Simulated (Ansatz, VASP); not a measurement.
## Two plane-wave programs on Ge

```xyz
2
Lattice="0.0000 2.8289 2.8289 2.8289 0.0000 2.8289 2.8289 2.8289 0.0000" Properties=species:S:1:pos:R:3 pbc="T T T"
Ge    4.2434    4.2434    4.2434
Ge    2.8289    2.8289    2.8289
```

Alike in both runs: task single point; functional PBE; k mesh 8 × 8 × 8; occupations gaussian, width 0.024 eV; no spin polarisation.

|  | VASP | Ansatz |
| --- | --- | --- |
| version | VASP 6.6.1 | Ansatz 0.2.0 |
| potentials or method | VASP PAW PBE potentials, release 64 (Ge_d) | Ansatz PAW |
| plane-wave cutoff (eV) | 520 | 420 |
| valence electrons in the cell | 28 | 28 |

|  | VASP | Ansatz | Ansatz less VASP |
| --- | --- | --- | --- |
| gap on the k mesh at the Fermi level (eV) | 0.03 | 0.03 | -0.005 |
| least direct gap on the mesh (eV) | 0.03 | 0.03 | -0.005 |
| pressure (GPa) | 3.5 | 3.6 | +0.04 |

With one functional, cell and mesh, what is left measures potentials, basis and numerics.

A k mesh can miss the band edges.
